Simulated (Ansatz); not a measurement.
# MnF2 (P4_2/mnm) in Ansatz: settings compared

One crystal, MnF2, is run at these levels: PBEsol, r2SCAN; tasks: relaxation of cell and atoms.

Program: Ansatz 0.2.0. These are calculated values, not measurements. Logs are shortened: lines on timing, memory, paths and dates and some standing lists are left out, and cuts for length are marked.

### 1 Starting point

The structure is tetragonal, space group P4_2/mnm (No. 136). Conventional cell: a = 4.874 Å, b = 4.874 Å, c = 3.311 Å, α = 90.00°, β = 90.00°, γ = 90.00°. Mn (site symmetry mmm) has 6 F at 2.10 to 2.13 Å as nearest neighbours. F (site symmetry m2m) has 3 Mn at 2.10 to 2.13 Å as nearest neighbours.

### 2 Relaxation of cell and atoms, PBEsol, collinear spin, ferromagnetic start

input.yaml reads:

```yaml
crystal:
  lattice:
    - [4.8738, 0.0, 0.0]
    - [0.0, 4.8738, 0.0]
    - [0.0, 0.0, 3.3107]
  atoms:
    - { symbol: Mn, position: [0.5, 0.5, 0.5], spin: 4.0 }
    - { symbol: Mn, position: [0.0, 0.0, 0.0], spin: 4.0 }
    - { symbol: F, position: [0.8053, 0.1947, 0.5] }
    - { symbol: F, position: [0.6947, 0.6947, 0.0] }
    - { symbol: F, position: [0.1947, 0.8053, 0.5] }
    - { symbol: F, position: [0.3053, 0.3053, 0.0] }
hamiltonian:
  xc: pbesol
  pseudopotentials: { kind: paw }
magnetization:
  spin_polarized: true
kpoints:
  mp_grid: { grid: [6, 6, 8] }
scf:
  occupations: { method: fermi_dirac, width: 0.05 }
output:
  forces: true
  stress: true
  eigenvalues: true
relax:
  f_tol: 0.01
  max_steps: 40
  cell: { stress_tol: 0.05 }
```

Potentials or basis: Ansatz PAW.

Command:

```sh
$ ansatz run input.yaml --threads 2 --pin off --max-ram 5632MiB --backend cpu --events-out ev --progress --plain --runs-dir out
```

The program printed:

```text
Warning: RAYON_NUM_THREADS=2 ignored (pool sized by the plan → 2); use --threads N
Engine: ansatz 0.2.0, x86_64-unknown-linux-gnu
Pseudopotentials: kind: paw
Pseudopotential: Mn, paw, valence charge 15, recommended cutoff 420 eV (normal), Mn.paw.azcp
Pseudopotential: F, paw, valence charge 7, recommended cutoff 420 eV (normal), F.paw.azcp
Functional definition: PBEsol
  exchange = pbesol_x
  correlation = pbesol_c
Crystal: 6 atoms, lattice volume = 78.642 Å³
Basis set: ecut = 420 eV, 1519 PW (Γ), exchange–correlation on 72×72×48 points (8 copies of the dense FFT grid, shifted against one another)
Bands: 40, of which v1, the nominal top of the filled ones, is band 29 counted from 1 (28 counted from 0)
Symmetry: 16 space group operations
Space group: P42/mnm (ITA 136), of the structure as read, at distance tolerance 4.3e-5 Å
Magnetic group: BNS 136.495 (UNI 1155), of the structure as read, at distance tolerance 4.3e-5 Å
k-points: 50 of 288
Non-local potential: Mn, projectors of the file, l = 0: 3, l = 1: 2, l = 2: 3, l = 3: 1
Non-local potential: F, projectors of the file, l = 0: 2, l = 1: 2, l = 2: 1
PAW form: soft (Blöchl's): semilocal exchange-correlation on the pseudo side does not see the compensation charge
PAW frozen core: Mn, regenerated for the run's functional, and the local potential with it (the file was generated under x = pbe(κ = 0.804, μ = 0.2195149727645171), c = pbe(β = 0.06672455060314922))
PAW frozen core: F, regenerated for the run's functional, and the local potential with it (the file was generated under x = pbe(κ = 0.804, μ = 0.2195149727645171), c = pbe(β = 0.06672455060314922))
PAW one-centre angular grid: Mn, 590 points (default); XC on 64 Gauss nodes
PAW one-centre angular grid: F, 110 points (default); XC on 64 Gauss nodes
Initial density: superposition of atomic densities (chi_scale 0.1, normalization cell, long waves kept (reshape's long-wave potential 0.01 eV rms))
Starting moments: Σ|m| = 8 μB on 2 of 6 sites
Initial wavefunctions: pseudopotential atomic-orbital guess
Functional: x = pbesol(κ = 0.804, μ = 0.12345679012345678), c = pbesol(β = 0.046)
SCF iter   1: F=—  HF=-10952.386133 eV  |F-HF|=—  |Δ(HF+E_count)|=         —  Δρ=1.86e-1 (↑1.86e-1 ↓1.76e-1)  dr2=9.03e1  dr2_m=8.04e-1  M=8.482 μB ∫|m|=8.482 μB  β_m=0.30  ethr=3.10e-3  ⟨swp⟩=5.3  Hψ=14482  notcnv=0  defer=10
Mixer restart at iter 1: flushing history
preconditioner: auto → Kerker (q_TF=auto, 2.593 Å⁻¹)  [metal: Δε(μ)=0.001 eV  Ē_g=11.743 eV  σ=0.050 eV  W_gap=0.01  n_scr=22 (ndim 8)  ℏωp=27.1 eV  f_vac=0.063  D(μ)=11.36/eV (n_scr^D=176)]
spin=Collinear: Kerker preconditioning applied to the charge; magnetization (m = ρ↑ − ρ↓) channel mixes plain (no charge-response kernel on spin).
SCF iter   2: F=—  HF=-10942.758913 eV  |F-HF|=—  |Δ(HF+E_count)|=    9.63e0  Δρ=9.66e-2 (↑9.66e-2 ↓3.48e-2)  dr2=8.86e0  dr2_m=2.21e0  M=9.921 μB ∫|m|=9.921 μB  β_m=0.35  ethr=3.10e-3  ⟨swp⟩=3.6  Hψ=9796  notcnv=0  defer=263
SCF iter   3: F=—  HF=-10941.672485 eV  |F-HF|=—  |Δ(HF+E_count)|=    1.09e0  Δρ=5.09e-2 (↑5.09e-2 ↓2.33e-2)  dr2=2.38e0  dr2_m=7.56e-1  M=10.000 μB ∫|m|=10.000 μB  β_m=0.56  ethr=3.10e-3  ⟨swp⟩=2.5  Hψ=6141  notcnv=0  defer=273
SCF iter   4: F=—  HF=-10941.323286 eV  |F-HF|=—  |Δ(HF+E_count)|=   3.49e-1  Δρ=1.04e-2 (↑9.76e-3 ↓1.04e-2)  dr2=2.42e-1  dr2_m=6.08e-3  M=10.000 μB ∫|m|=10.001 μB  β_m=0.78  ethr=3.10e-3  ⟨swp⟩=2.7  Hψ=7572  notcnv=0  defer=272
SCF iter   5: F=—  HF=-10941.399535 eV  |F-HF|=—  |Δ(HF+E_count)|=         —  Δρ=4.18e-3 (↑2.49e-3 ↓4.18e-3)  dr2=3.63e-2  dr2_m=2.84e-3  M=10.000 μB ∫|m|=10.001 μB  β_m=0.78  ethr=4.17e-4  ⟨swp⟩=3.4  Hψ=8317  notcnv=0  defer=280
Mixer restart at iter 5: flushing history
SCF iter   6: F=—  HF=-10941.403112 eV  |F-HF|=—  |Δ(HF+E_count)|=   3.58e-3  Δρ=1.95e-3 (↑1.95e-3 ↓1.66e-3)  dr2=1.41e-2  dr2_m=3.52e-4  M=10.000 μB ∫|m|=10.001 μB  β_m=0.89  ethr=6.26e-5  ⟨swp⟩=2.0  Hψ=5578  notcnv=0  defer=302
SCF iter   7: F=—  HF=-10941.409206 eV  |F-HF|=—  |Δ(HF+E_count)|=   6.09e-3  Δρ=1.02e-3 (↑1.02e-3 ↓9.88e-4)  dr2=4.20e-3  dr2_m=1.70e-6  M=10.000 μB ∫|m|=10.000 μB  β_m=0.90  ethr=2.44e-5  ⟨swp⟩=2.0  Hψ=5441  notcnv=0  defer=302
SCF iter   8: F=—  HF=-10941.410339 eV  |F-HF|=—  |Δ(HF+E_count)|=   1.13e-3  Δρ=4.16e-4 (↑2.44e-4 ↓4.16e-4)  dr2=5.06e-4  dr2_m=1.89e-5  M=10.000 μB ∫|m|=10.000 μB  β_m=0.95  ethr=7.25e-6  ⟨swp⟩=2.1  Hψ=6348  notcnv=0  defer=304
SCF iter   9: F=—  HF=-10941.410641 eV  |F-HF|=—  |Δ(HF+E_count)|=   3.01e-4  Δρ=1.66e-4 (↑1.66e-4 ↓1.13e-4)  dr2=3.79e-5  dr2_m=1.42e-6  M=10.000 μB ∫|m|=10.000 μB  β_m=0.97  ethr=8.72e-7  ⟨swp⟩=2.0  Hψ=5792  notcnv=0  defer=306
SCF iter  10: F=—  HF=-10941.410649 eV  |F-HF|=—  |Δ(HF+E_count)|=   8.41e-6  Δρ=1.20e-4 (↑1.20e-4 ↓3.71e-5)  dr2=9.09e-6  dr2_m=1.87e-6  M=10.000 μB ∫|m|=10.000 μB  β_m=0.81  ethr=6.53e-8  ⟨swp⟩=2.0  Hψ=6679  notcnv=0  defer=306
SCF iter  11: F=—  HF=-10941.410646 eV  |F-HF|=—  |Δ(HF+E_count)|=   3.47e-6  Δρ=2.31e-5 (↑2.31e-5 ↓2.28e-5)  dr2=1.95e-6  dr2_m=2.92e-8  M=10.000 μB ∫|m|=10.000 μB  β_m=0.90  ethr=1.57e-8  ⟨swp⟩=2.3  Hψ=6673  notcnv=0  defer=306
SCF iter  12: F=—  HF=-10941.410649 eV  |F-HF|=—  |Δ(HF+E_count)|=   3.01e-6  Δρ=3.79e-6 (↑3.79e-6 ↓3.53e-6)  dr2=4.63e-8  dr2_m=9.60e-10  M=10.000 μB ∫|m|=10.000 μB  β_m=0.95  ethr=3.36e-9  ⟨swp⟩=2.0  Hψ=5662  notcnv=0  defer=306
SCF iter  13: F=-10941.410649 eV  HF=-10941.410649 eV  |F-HF|=9.64e-11  |Δ(HF+E_count)|=   7.96e-8  Δρ=1.13e-6 (↑1.13e-6 ↓8.63e-7)  dr2=2.40e-9  dr2_m=1.16e-10  M=10.000 μB ∫|m|=10.000 μB  ethr=7.99e-11  ⟨swp⟩=8.0  Hψ=16321  notcnv=0
SCF 1 converged in 13 iterations: F = -10941.410649 eV  dr2 = 2.40e-9
[... 63 lines left out ...]
SCF 6 converged in 5 iterations: F = -10941.411888 eV  dr2 = 1.79e-11
relax step   6: F+E_penalty+E_count = -10941.41188751 eV  Δ(F+E_penalty+E_count) = +1.196e-4 eV  max|allowed force component| = 1.032e-4 eV/Å  Δτ_max = 0.0000 Å  P = +0.000 GPa  Ω = 78.129 Å³  stress off target by 7.60e-3 GPa  SCF on the basis re-selected at this cell (its energy is not comparable with the rows above)  (5 SCF iters)
basis re-selected at this cell: Δ(F+E_penalty+E_count) = +1.196e-4 eV, ΔP = -0.002 GPa vs the last step (what re-selecting the basis moved, of the pressure what is left beyond the Pulay correction that the steps carried, after the strain that the cell walked since its last selection, with what the two solves' SCF thresholds leave and, on support functions, any second-order correction that the steps lacked; it is no measure of the basis error at this ecutwfc). This SCF's stress stands 7.60e-3 GPa from its target on what of the cell is left free (relax.cell.stress_tol is 5.00e-2 GPa) and its largest allowed force component is 1.03e-4 eV/Å (relax.f_tol is 1.00e-2 eV/Å): within both
WARN: an SCF from antiferromagnetic starting moments (-4.65, 4.65, 0.00, 0.00, 0.00, 0.00 Bohr magnetons, atom by atom) was not made, by what the run has read of turns of its moments that order reads lower: the deck asks for what bars it, or types moments that do (magnetization.spin_polarized, in the input reference, names some of the keys), or the run goes by scf.lower_state_search: light, the default, which as a rule tries one only behind a close that has lost an order of both signs, or on which an open d or half-filled 4f shell of a PAW file has lost a moment that was set nearer to Hund's than to what is left; or, under a Hubbard U, one that names an f shell that the input leaves bare beside given moments, or a larger moment for a shell of low spin that is given one. standard, with a start from the atoms, tries one behind each close (in a relaxation, ahead of its steps or at their end). To set out from that order, type those moments (crystal.atoms[].spin; where shells were raised to Hund's moment, beside crystal.symmetry.detect: false) under scf.lower_state_search: light. The bands of the close that named these starting moments, or of the one ahead of a search that led to it (under cold or Methfessel-Paxton smearing those of the Gaussian ahead of it) read a cost of -127.03 meV for the turn to them, carried on from a small turn (-127.03 by the pairs of d shells alone)
SCF converged after 5 iterations
Magnetization: 10.0000 μB (34.0000 up, 24.0000 down)
Absolute magnetization: 10.0004 μB (∫|ρ↑−ρ↓|, with the PAW one-centre terms)
Spin contamination: 0.0068 ħ² per cell (⟨S²⟩ above its minimum at these occupations)
Per-site moments (μB) at R_I (Å): [(4.170502158322247, 0.8666737172752319), (4.170502158322245, 0.8666737172752313), (0.10295532587908923, 0.8666737172752319), (0.1029553258790889, 0.8666737172752313), (0.10295532587908875, 0.8666737172752319), (0.10295532587908898, 0.866673717275232)]
Free energy (F): -10941.411888 eV
Harris-Foulkes:  -10941.411888 eV  (|F-HF|=5.46e-12)
Internal energy: -10941.411887 eV  (E = F + TS)
E sigma→0 (E₀):  -10941.411887 eV
Entropy (-TS):   -0.000001 eV (-0.000 meV/atom)
Fermi energy:    7.876435 eV
--- Per-component energies (eV) ---
  E_band       = -814.992241
  E_kinetic    = 1419.771981
  E_local      = -7211.648670  (includes V_loc(G=0)·N_el)
  E_nonlocal   = 812.154978
  E_hartree    = 2867.596895
  E_xc         = -530.977721
  E_vxc        = -683.465467  (∫ρ·V_xc dr)
  E_paw        = -3334.353870  (= ΣΔE_a)
  E_vpaw       = -887.006615  (= ΣTr[D̂ρ^β])
  E_aug_tail   = 0.008038  (compensation charges beyond the density's cutoff)
  E_ewald      = -4964.472588
  E_core_change = 0.509071  (= ΣΔE_core)
  E_smearing   = -0.000001  (= −TS)
  E_closure    = 0.000000  (closes the sum)
  Σ components = -10941.411888   (vs F -10941.411888, Δ=0.00e0)
--- Forces (eV/Å), atoms counted from 1 ---
  atom   1  Mn    -0.00000000    -0.00000000     0.00000000
  atom   2  Mn     0.00000000    -0.00000000    -0.00000000
  atom   3  F      0.00010319    -0.00010319     0.00000000
  atom   4  F     -0.00010319    -0.00010319     0.00000000
  atom   5  F     -0.00010319     0.00010319    -0.00000000
  atom   6  F      0.00010319     0.00010319    -0.00000000
  max |Σ_I F_I| component: 1.63e-18 eV/Å
--- Stress (GPa, compression-positive) ---
        0.004246       0.000000       0.000000
        0.000000       0.004246       0.000000
        0.000000       0.000000      -0.007602
  P = ⅓ Tr σ = 0.0003 GPa (0.003 kbar)
--- Band table (eV; the first three rows and the last of 100) ---
  k-point 0 ↑: bands = ["-73.6995", "-73.6991", "-42.6324", "-42.6324", "-42.5828", "-42.5828", "-42.5771", "-42.5751", "-17.3450", "-16.8114", "-16.7479", "-16.7479", "-1.1420", "-0.2449", "0.4068", "0.6129", "0.6129", "1.0538", "1.0589", "1.0589", "2.0057", "2.4383", "2.4383", "2.7484", "4.8647", "4.9357", "5.0084", "5.0845", "5.0845", "5.6034", "5.8227", "6.8407", "6.8407", "7.4011", "8.3050", "13.6163", "13.6163", "15.0531", "16.7008", "18.4571"]
  k-point 1 ↑: bands = ["-73.6993", "-73.6989", "-42.6318", "-42.6318", "-42.5826", "-42.5826", "-42.5804", "-42.5786", "-17.3054", "-16.8106", "-16.7504", "-16.7504", "-1.0347", "-0.2005", "0.5042", "0.5245", "0.5245", "0.8694", "1.1984", "1.1984", "1.6925", "2.3234", "2.3234", "2.6932", "4.9512", "4.9694", "4.9957", "5.1397", "5.1397", "5.7112", "5.7739", "6.7104", "6.7104", "7.2982", "8.7493", "14.0050", "14.0050", "15.1237", "16.7778", "18.0495"]
  k-point 2 ↑: bands = ["-73.6989", "-73.6985", "-42.6304", "-42.6304", "-42.5884", "-42.5870", "-42.5822", "-42.5822", "-17.2000", "-16.8179", "-16.7566", "-16.7566", "-0.7486", "-0.1028", "0.4651", "0.4651", "0.4822", "0.7832", "1.0482", "1.3627", "1.3627", "2.0574", "2.0574", "2.5049", "4.9948", "5.0331", "5.1038", "5.2775", "5.2775", "5.6371", "5.9492", "6.4506", "6.4506", "7.0124", "9.8834", "14.9705", "14.9705", "15.1528", "17.0184", "17.0211"]
  k-point 49 ↓: bands = ["-68.6916", "-68.6916", "-37.7210", "-37.7210", "-37.6833", "-37.6833", "-37.6617", "-37.6617", "-16.6983", "-16.6983", "-16.5886", "-16.5886", "-0.1235", "-0.1235", "0.4860", "0.4860", "1.3063", "1.3063", "1.5837", "1.5837", "2.4307", "2.4307", "2.5153", "2.5153", "9.4622", "9.4622", "9.5417", "9.5417", "9.7179", "9.7179", "10.3203", "10.3203", "10.6748", "10.6748", "15.6487", "15.6487", "15.7606", "15.7606", "16.6178", "16.6178"]
--- Relaxed structure (4 steps of the walk, 4 accepted, 2 SCFs on fresh bases) ---
  F+E_penalty+E_count = -10941.41188751 eV   max|allowed force component| = 1.032e-4 eV/Å   (the final SCF, on the basis selected at the relaxed cell)
  cell:  # Å, volume = 78.1292 Å³
    - [4.868587811545064, -6.932153393367144e-35, 0.0]
    - [-6.932153393367144e-35, 4.868587811545064, 0.0]
    - [0.0, 0.0, 3.2961546422978367]
  atoms:
    - { symbol: Mn, position: [0.5, 0.5, 0.5000000000000001] }
    - { symbol: Mn, position: [5.5613800960518835e-21, 3.707586730701251e-21, 0.0] }
    - { symbol: F, position: [0.8051502064692381, 0.19484979353076212, 0.5000000000000001] }
    - { symbol: F, position: [0.6948497935307621, 0.6948497935307621, 0.0] }
    - { symbol: F, position: [0.19484979353076212, 0.8051502064692381, 0.5000000000000001] }
    - { symbol: F, position: [0.30515020646923807, 0.30515020646923807, 0.0] }
```

Run time: 28 s. Hardware: 2 threads of Intel Xeon 6975P-C (Granite Rapids), shared host; peak memory 0.56 GiB.

Results:

```yaml
Free_energy: -10941.4119 eV
Relaxed_volume: 13.02 Å³/atom
Relaxed_cell: a = 4.869 Å, b = 4.869 Å, c = 3.296 Å, α = 90.00°, β = 90.00°, γ = 90.00°
Space_group_after_relaxing_to_0.05_Å: P4_2/mnm (No. 136)
Energy_gained_by_relaxing: 0.2 meV/atom
Ionic_steps: 6
Pressure_after_relaxing: 0.0 GPa
Band_gap_on_the_k_mesh: 0.90 eV, direct
Net_moment: 10.00 μB per cell
Absolute_moment: 10.00 μB per cell
Site_moments: Mn +4.17; F +0.10 μB
```

Step by step:
| step | energy change (eV) | largest force (eV/Å) | volume (Å³) |
| --- | --- | --- | --- |
| 1 | 0.0000 | 0.0052 | 78.64 |
| 2 | -0.0023 | 0.0057 | 78.34 |
| 3 | -0.0032 | 0.0036 | 78.16 |
| 4 | -0.0012 | 0.0036 | 78.16 |
| 5 | -0.0014 | 0.0001 | 78.13 |
| 6 | -0.0012 | 0.0001 | 78.13 |

Final structure:
```
Mn F
1.0
     4.86859    0.00000    0.00000
     0.00000    4.86859    0.00000
     0.00000    0.00000    3.29615
Mn F
2 4
Direct
  0.50000 0.50000 0.50000
  0.00000 0.00000 0.00000
  0.80515 0.19485 0.50000
  0.69485 0.69485 0.00000
  0.19485 0.80515 0.50000
  0.30515 0.30515 0.00000
```

Levels at points of the mesh, in eV from the valence-band top:
Spin up:
| k point | band 32 | band 33 | band 34 | band 35 | band 36 | band 37 |
| --- | --- | --- | --- | --- | --- | --- |
| (0.00, 0.00, 0.00) | -0.56 | -0.56 | 0.00 | 0.90 | 6.22 | 6.22 |
| (0.00, 0.00, -0.50) | -1.24 | -1.02 | -1.02 | 5.55 | 5.55 | 9.34 |
| (0.00, -0.50, 0.00) | -0.83 | -0.69 | -0.69 | 3.27 | 3.27 | 7.56 |
| (0.00, -0.50, -0.50) | -1.68 | -0.32 | -0.32 | 6.60 | 6.60 | 6.76 |
| (-0.50, -0.50, 0.00) | -1.15 | -0.56 | -0.56 | 4.80 | 4.80 | 5.32 |
| (-0.50, -0.50, -0.50) | -1.27 | -0.85 | -0.85 | 6.61 | 6.61 | 7.67 |
Spin down:
| k point | band 20 | band 21 | band 22 | band 23 | band 24 | band 25 | band 26 | band 27 | band 28 | band 29 |
| --- | --- | --- | --- | --- | --- | --- | --- | --- | --- | --- |
| (0.00, 0.00, 0.00) | -6.06 | -5.17 | -4.77 | -4.77 | -4.48 | 1.60 | 1.65 | 2.08 | 2.15 | 2.15 |
| (0.00, 0.00, -0.50) | -5.84 | -5.41 | -5.41 | -5.19 | -5.19 | 2.09 | 2.09 | 2.16 | 2.16 | 2.24 |
| (0.00, -0.50, 0.00) | -5.81 | -5.56 | -5.56 | -4.81 | -4.81 | 1.84 | 1.84 | 2.28 | 2.28 | 2.31 |
| (0.00, -0.50, -0.50) | -6.08 | -5.25 | -5.25 | -4.99 | -4.99 | 1.79 | 1.79 | 2.23 | 2.23 | 2.43 |
| (-0.50, -0.50, 0.00) | -5.60 | -5.23 | -5.23 | -5.15 | -5.15 | 1.71 | 1.71 | 2.17 | 2.17 | 2.33 |
| (-0.50, -0.50, -0.50) | -5.82 | -4.97 | -4.97 | -4.89 | -4.89 | 2.06 | 2.06 | 2.14 | 2.14 | 2.32 |

Caveat: the magnetic or orbital state may not be the lowest; the plane-wave basis is chosen anew once the cell has moved, so the energies of steps on either side of that aren't comparable; the pressure holds a Pulay correction of +0.7 GPa for the finite cutoff; only a ferromagnetic start was run, and an antiferromagnetic order may lie lower in energy; the PAW data sets come from PBE, with cores solved anew for the run's functional, which leaves a small shift of forces and pressure. A hybrid or GW would open this gap; PBEsol tends to underestimate it.

[end of part 1 of 2]
